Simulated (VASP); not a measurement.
# SnO2 (Cassiterite) (P4_2/mnm) in VASP: notebook

The runs below take SnO2 (Cassiterite) through single point, with LDA.

Program: VASP 6.6.1. These are calculated values, not measurements. Logs are shortened: lines on timing, memory, paths and dates and some standing lists are left out, and cuts for length are marked.

## 1. The crystal as given

The structure is tetragonal, space group P4_2/mnm (No. 136). Conventional cell: a = 4.738 Å, b = 4.738 Å, c = 3.187 Å, α = 90.00°, β = 90.00°, γ = 90.00°. Sn (site symmetry mmm) has 6 O at 2.05 to 2.06 Å as nearest neighbours. O (site symmetry m2m) has 3 Sn at 2.05 to 2.06 Å as nearest neighbours.

## 2. Single point, LDA

INCAR

```
SYSTEM = SnO2
PREC = Accurate
ENCUT = 400
EDIFF = 1E-6
ISMEAR = 0
SIGMA = 0.05
LREAL = .False.
LASPH = .True.
NELM = 100
ALGO = Normal
ISIF = 2
LWAVE = .False.
LCHARG = .False.
GGA = CA
NBANDS = 35
ADDGRID = .False.
```

KPOINTS

```
Automatic mesh
0
Gamma
  3 3 4
  0 0 0
```

POSCAR

```
SnO2
1.0
    4.7380000000      0.0000000000      0.0000000000
    0.0000000000      4.7380000000      0.0000000000
    0.0000000000      0.0000000000      3.1865000000
Sn O
2 4
Direct
    0.5000000000      0.5000000000      0.5000000000
    0.0000000000      0.0000000000      0.0000000000
    0.8071000000      0.1929000000      0.5000000000
    0.6929000000      0.6929000000      0.0000000000
    0.1929000000      0.8071000000      0.5000000000
    0.3071000000      0.3071000000      0.0000000000
```

Potentials or basis: VASP PAW LDA potentials, release 64 (Sn_d, O).

On the command line:

```sh
> cat potpaw_LDA.64/Sn_d/POTCAR potpaw_LDA.64/O/POTCAR > POTCAR
> mpirun -np 1 vasp_std > vasp.out
```

OUTCAR:

```text
SYSTEM = SnO2
   PREC = Accurate
   ENCUT = 400
   EDIFF = 1E-6
   ISMEAR = 0
   LREAL = .False.
   LASPH = .True.
   NELM = 100
   ISIF = 2
   GGA = CA

 Found      9 irreducible k-points:

 Following reciprocal coordinates:
            Coordinates               Weight
  0.000000  0.000000  0.000000      1.000000
  0.333333  0.000000  0.000000      4.000000
  0.333333  0.333333  0.000000      4.000000
  0.000000  0.000000  0.250000      2.000000
  0.333333  0.000000  0.250000      8.000000
  0.333333  0.333333  0.250000      8.000000
   k-points           NKPTS =      9   k-points in BZ     NKDIM =      9   number of bands    NBANDS=     35
   number of dos      NEDOS =    301   number of ions     NIONS =      6
   total plane-waves  NPLWV =  24576
   dimension x,y,z NGX =    32 NGY =   32 NGZ =   24
   dimension x,y,z NGXF=    64 NGYF=   64 NGZF=   48
   ions per type =               2   4
   NGX,Y,Z   is equivalent  to a cutoff of  11.23, 11.23, 12.52 a.u.
   NGXF,Y,Z  is equivalent  to a cutoff of  22.46, 22.46, 25.04 a.u.
 SYSTEM =  SnO2
   PREC   = accura    normal or accurate (medium, high low for compatibility)
   ISTART =      0    job   : 0-new  1-cont  2-samecut
   ICHARG =      2    charge: 1-file 2-atom 10-const
   ISPIN  =      1    spin polarized calculation?
   LNONCOLLINEAR =      F non collinear calculations
   LSORBIT =      F    spin-orbit coupling
   LASPH  =      T    aspherical Exc in radial PAW
   ENCUT  =  400.0 eV  29.40 Ry    5.42 a.u.   7.73  7.73  5.20*2*pi/ulx,y,z
   NELM   =    100;   NELMIN=  2; NELMDL= -5     # of ELM steps
   EDIFF  = 0.1E-05   stopping-criterion for ELM
   LREAL  =      F    real-space projection
   EDIFFG = 0.1E-04   stopping-criterion for IOM
   NSW    =      0    number of steps for IOM
   IBRION =     -1    ionic relax: 0-MD 1-quasi-New 2-CG
   NFREE  =      0    steps in history (QN), initial steepest desc. (CG)
   ISIF   =      2    stress and relaxation
   ISYM   =      2    0-nonsym 1-usesym 2-fastsym
   POTIM  = 0.5000    time-step for ionic-motion
   TEBEG  =    0.0;   TEEND  =   0.0 temperature during run
   PSTRESS=    0.0 pullay stress
   NELECT =      52.0000    total number of electrons
   NUPDOWN=      -1.0000    fix difference up-down
   EMIN   =  10.00;   EMAX   =-10.00  energy-range for DOS
   EFERMI =   0.00;   METHOD = LEGACY
   ISMEAR =     0;   SIGMA  =   0.05  broadening in eV -4-tet -1-fermi 0-gaus
   EFERMI_NEDOS =   21; number of points for ismear=-14 and -15
   IALGO  =     38    algorithm
   IMIX   =      4    mixing-type and parameters
     AMIX     =   0.40;   BMIX     =  1.00
     AMIX_MAG =   1.60;   BMIX_MAG =  1.00
  volume/ion in A,a.u.               =      11.92        80.45
  Fermi-wavevector in a.u.,A,eV,Ry     =   1.472000  2.781677 29.480903  2.166785
  Thomas-Fermi vector in A             =   2.587068
   LORBIT       =      0    0 simple, 1 ext, 2 COOP (PROOUT), +10 PAW based schemes
   GGA     = CA    functional components
   LHFCALC =     F    Hartree Fock is set to
   AEXX    =    0.0000 exact exchange contribution
   IVDW    =     0    specifies the selected vdW correction
   LEPSILON=     F    determine dielectric tensor
   LRPA    =     F    only Hartree local field effects (RPA)
 non-spin polarized calculation
 Gauss-broadening in eV      SIGMA  =   0.05
  energy-cutoff  :      400.00
  volume of cell :       71.53
 maximum number of plane-waves:      1310
 NGX is ok and might be reduce to    32
   NGX = 15   NGY = 15   NGZ = 11

 number of electron      51.9999984 magnetization

 Free energy of the ion-electron system (eV)
  ---------------------------------------------------
  ext. energy  EPLUGINS =         0.00000000
  ---------------------------------------------------
  free energy    TOTEN  =       -42.34102260 eV

  energy without entropy =      -42.34102260  energy(sigma->0) =      -42.34102260

 E-fermi :   6.1524     XC(G=0): -11.7982

 val. band max:        5.8636905981   @ k =   0.0000   0.0000   0.0000
 cond. band min:       7.0265858979   @ k =   0.0000   0.0000   0.0000
 fundamental gap:      1.1628952998
 Fermi energy:         6.1523923581

 k-point     1 :       0.0000    0.0000    0.0000
  band No.  band energies     occupation
      1     -15.1442      2.00000
      2     -14.3989      2.00000
      3     -14.1059      2.00000
      4     -14.0901      2.00000
      5     -14.0901      2.00000
      6     -13.9931      2.00000
      7     -13.9518      2.00000
      8     -13.8587      2.00000
      9     -13.8223      2.00000
     10     -13.8223      2.00000
     11     -12.9059      2.00000
     12     -10.9550      2.00000
     13     -10.9550      2.00000
     14      -9.1647      2.00000
     15      -2.3570      2.00000
     16       1.6953      2.00000
     17       1.6953      2.00000
     18       1.8005      2.00000
     19       2.6709      2.00000
     20       3.7438      2.00000
     21       3.8756      2.00000
     22       4.6016      2.00000
     23       4.6016      2.00000
     24       5.0495      2.00000
     25       5.0495      2.00000
     26       5.8637      2.00000
     27       7.0266      0.00000
     28      11.7919      0.00000
     29      11.9573      0.00000
     30      11.9573      0.00000
     31      15.9788      0.00000
     32      16.1808      0.00000
     33      17.7138      0.00000
     34      17.7138      0.00000
     35      18.2061      0.00000

 k-point     2 :       0.3333    0.0000    0.0000
  band No.  band energies     occupation
      1     -14.9819      2.00000
      2     -14.5938      2.00000
      3     -14.1032      2.00000
      4     -14.0843      2.00000
      5     -14.0841      2.00000
      6     -14.0783      2.00000
      7     -13.9259      2.00000
      8     -13.8790      2.00000
      9     -13.8296      2.00000
     10     -13.8294      2.00000
     11     -12.5487      2.00000
     12     -11.6153      2.00000
     13     -10.3771      2.00000
     14      -9.4519      2.00000
     15      -1.6449      2.00000
     16       0.2234      2.00000
     17       2.2096      2.00000
     18       2.2250      2.00000
     19       3.1541      2.00000
     20       3.2901      2.00000
     21       3.6057      2.00000
     22       4.1818      2.00000
     23       4.6161      2.00000
     24       4.6352      2.00000
     25       5.1172      2.00000
     26       5.3992      2.00000
     27       8.9556      0.00000
     28      11.0751      0.00000
     29      12.3959      0.00000
     30      12.5587      0.00000
     31      16.5801      0.00000
     32      16.9162      0.00000
     33      17.1859      0.00000
     34      17.8208      0.00000
     35      18.0991      0.00000

 k-point     3 :       0.3333    0.3333    0.0000
  band No.  band energies     occupation
      1     -14.9427      2.00000
      2     -14.7554      2.00000
      3     -14.0921      2.00000
      4     -14.0904      2.00000
      5     -14.0853      2.00000
      6     -14.0773      2.00000
      7     -13.9107      2.00000
      8     -13.8871      2.00000
      9     -13.8291      2.00000
     10     -13.8216      2.00000
     11     -12.1011      2.00000
     12     -11.0582      2.00000
     13     -11.0397      2.00000
     14      -9.9694      2.00000
     15      -0.8257      2.00000
     16       0.5124      2.00000
     17       1.7833      2.00000
     18       2.4664      2.00000
     19       2.8510      2.00000
     20       2.9549      2.00000
     21       3.5460      2.00000
     22       4.0800      2.00000
     23       4.5337      2.00000
     24       4.5928      2.00000
     25       4.9710      2.00000
     26       5.1482      2.00000
     27       9.8404      0.00000
     28      10.8297      0.00000
     29      12.8615      0.00000
     30      12.9744      0.00000
     31      16.3139      0.00000
     32      16.8543      0.00000
     33      17.7076      0.00000
     34      17.7582      0.00000
     35      17.9115      0.00000

 k-point     4 :       0.0000    0.0000    0.2500
  band No.  band energies     occupation
      1     -14.8680      2.00000
      2     -14.5436      2.00000
      3     -14.5436      2.00000
      4     -14.1463      2.00000
      5     -13.9980      2.00000
      6     -13.9966      2.00000
      7     -13.9277      2.00000
      8     -13.8859      2.00000
      9     -13.8859      2.00000
     10     -13.8620      2.00000
     11     -12.5293      2.00000
     12     -10.1517      2.00000
     13     -10.1517      2.00000
     14      -9.6587      2.00000
     15      -2.4018      2.00000
     16       1.1009      2.00000
     17       1.5202      2.00000
     18       2.1933      2.00000
     19       2.1933      2.00000
     20       2.9556      2.00000
     21       2.9556      2.00000
     22       3.0759      2.00000
     23       3.2862      2.00000
     24       4.9895      2.00000
     25       4.9895      2.00000
     26       5.3407      2.00000
     27       9.5912      0.00000
     28      12.6087      0.00000
     29      14.0547      0.00000
     30      14.0547      0.00000
     31      14.4258      0.00000
     32      17.3747      0.00000
     33      17.4068      0.00000
     34      17.4068      0.00000
     35      17.9158      0.00000

 k-point     5 :       0.3333    0.0000    0.2500
  band No.  band energies     occupation
      1     -14.8587      2.00000
      2     -14.7186      2.00000
      3     -14.3943      2.00000
      4     -14.1740      2.00000
      5     -13.9905      2.00000
      6     -13.9819      2.00000
      7     -13.9121      2.00000
      8     -13.8860      2.00000
      9     -13.8777      2.00000
     10     -13.8662      2.00000
     11     -12.1744      2.00000
     12     -11.1224      2.00000
     13      -9.8105      2.00000
     14      -9.4076      2.00000
     15      -1.6446      2.00000
     16       0.1821      2.00000
     17       0.7198      2.00000
     18       0.9629      2.00000
     19       2.5614      2.00000
     20       2.6884      2.00000
     21       3.6661      2.00000
     22       4.0561      2.00000
     23       4.1520      2.00000
     24       4.8550      2.00000
     25       4.9003      2.00000
     26       5.2624      2.00000
     27      10.4247      0.00000
     28      12.0935      0.00000
     29      14.2077      0.00000
     30      14.3118      0.00000
     31      14.7104      0.00000
     32      16.0539      0.00000
     33      17.6616      0.00000
     34      17.8500      0.00000
     35      18.0721      0.00000

 k-point     6 :       0.3333    0.3333    0.2500
  band No.  band energies     occupation
      1     -14.8001      2.00000
      2     -14.6186      2.00000
      3     -14.5521      2.00000
      4     -14.3093      2.00000
      5     -13.9891      2.00000
      6     -13.9734      2.00000
      7     -13.9030      2.00000
      8     -13.8872      2.00000
      9     -13.8829      2.00000
     10     -13.8750      2.00000
     11     -11.7149      2.00000
     12     -10.9104      2.00000
     13     -10.2360      2.00000
     14      -9.6655      2.00000
     15      -1.3396      2.00000
     16      -0.7515      2.00000
     17       1.3179      2.00000
     18       2.0773      2.00000
     19       2.1161      2.00000
     20       2.4429      2.00000
     21       3.0609      2.00000
     22       4.3695      2.00000
     23       4.3849      2.00000
     24       4.7298      2.00000
     25       4.9826      2.00000
     26       5.2700      2.00000
     27      10.6393      0.00000
     28      11.3961      0.00000
     29      14.4201      0.00000
     30      14.4740      0.00000
     31      14.9316      0.00000
     32      16.4207      0.00000
     33      16.7765      0.00000
     34      17.7948      0.00000
     35      18.1331      0.00000

 [... further k-points ...]

------------------------ aborting loop because EDIFF is reached ----------------------------------------

  FORCE on cell =-STRESS in cart. coord.  units (eV):
  Direction    XX          YY          ZZ          XY          YZ          ZX
  --------------------------------------------------------------------------------------
  -------------------------------------------------------------------------------------
  Total       -2.6109092     -2.6109092     -1.7348983     -0.0000000      0.0000000      0.0000000
  in kB      -58.4787805    -58.4787805    -38.8580118     -0.0000000      0.0000000      0.0000000
  external PRESSURE =     -51.9385243 kB  Pullay stress =       0.0000000 kB

 VOLUME and BASIS-vectors are now :
 -----------------------------------------------------------------------------
  energy-cutoff  :      400.00
  volume of cell :       71.53
      direct lattice vectors                 reciprocal lattice vectors
     4.738000000  0.000000000  0.000000000     0.211059519  0.000000000  0.000000000
     0.000000000  4.738000000  0.000000000     0.000000000  0.211059519  0.000000000
     0.000000000  0.000000000  3.186500000     0.000000000  0.000000000  0.313823945

 POSITION                                       TOTAL-FORCE (eV/Angst)
 -----------------------------------------------------------------------------------
      2.36900      2.36900      1.59325        -0.000000      0.000000      0.000000
      0.00000      0.00000      0.00000        -0.000000      0.000000      0.000000
      3.82404      0.91396      1.59325        -0.138249      0.138249     -0.000000
      3.28296      3.28296      0.00000         0.138249      0.138249     -0.000000
      0.91396      3.82404      1.59325         0.138249     -0.138249      0.000000
      1.45504      1.45504      0.00000        -0.138249     -0.138249      0.000000
 -----------------------------------------------------------------------------------
    total drift:                                0.000000     -0.000000     -0.000000

  FREE ENERGIE OF THE ION-ELECTRON SYSTEM (eV)
  ---------------------------------------------------
  free  energy   TOTEN  =       -42.3410225993 eV

  energy  without entropy=      -42.3410225993  energy(sigma->0) =      -42.34102260
```

Wall time 13 s (1 thread of Intel Xeon Platinum 8488C (Sapphire Rapids), shared host); peak memory 0.14 GiB.

These settings aren't checked as converged: the numbers below hold their error.

What came out:

* Free energy: -42.3410 eV
* Largest force: 0.196 eV/Å
* Band gap on the k mesh: 1.16 eV, direct

Caveat: the k mesh is coarse (spacing up to 0.49 Å⁻¹), so the values aren't converged; the cutoff is under 1.25 times the usual one of these potentials, so pressure, stress and relaxed cells hold a basis-set (Pulay) error; spin-orbit coupling is left out, which moves the levels of the heavy elements.

## 3. Single point, LDA

Changes to INCAR since step 2:

```diff
@@ -3,3 +3,3 @@
 ENCUT = 400
-EDIFF = 1E-6
+EDIFF = 1E-7
 ISMEAR = 0
@@ -7,3 +7,3 @@
 LREAL = .False.
-LASPH = .True.
+LASPH = .False.
 NELM = 100
```

KPOINTS is that of step 2.

POSCAR is that of step 2.

Potentials or basis: VASP PAW LDA potentials, release 64 (Sn_d, O).

On the command line:

```sh
> cat potpaw_LDA.64/Sn_d/POTCAR potpaw_LDA.64/O/POTCAR > POTCAR
> mpirun -np 1 vasp_std > vasp.out
```

Wall time 10 s (1 thread of Intel Xeon Platinum 8488C (Sapphire Rapids), shared host); peak memory 0.14 GiB.

These settings aren't checked as converged: the numbers below hold their error.

What came out:

```
Free energy            : -42.3411 eV
Largest force          : 0.195 eV/Å
Band gap on the k mesh : 1.16 eV, direct
```

Caveat: the k mesh is coarse (spacing up to 0.49 Å⁻¹), so the values aren't converged; the cutoff is under 1.25 times the usual one of these potentials, so pressure, stress and relaxed cells hold a basis-set (Pulay) error; spin-orbit coupling is left out, which moves the levels of the heavy elements.

## 4. Single point, LDA

Changes to INCAR since step 3:

```diff
@@ -2,3 +2,3 @@
 PREC = Accurate
-ENCUT = 400
+ENCUT = 250
 EDIFF = 1E-7
@@ -7,3 +7,3 @@
 LREAL = .False.
-LASPH = .False.
+LASPH = .True.
 NELM = 100
```

KPOINTS

```
Automatic mesh
0
Gamma
  4 4 6
  0 0 0
```

POSCAR is that of step 3.

On the command line:

```sh
> cat potpaw_LDA.64/Sn_d/POTCAR potpaw_LDA.64/O/POTCAR > POTCAR
> mpirun -np 1 vasp_std > vasp.out
```

Wall time 10 s (1 thread of Intel Xeon Platinum 8488C (Sapphire Rapids), shared host); peak memory 0.12 GiB.

The run converged, but a check on its numbers failed (symmetry, net force, bounds or a known fault of this set-up), so they aren't taken as properties of the crystal.

Caveat: the cutoff lies under the usual one of these potentials, so the numbers hold a large basis-set error; a pressure of tens of GPa on the cell as given is suspect, and the run, the potentials or the cell itself is likely at fault; spin-orbit coupling is left out, which moves the levels of the heavy elements.

[end of part 1 of 2]
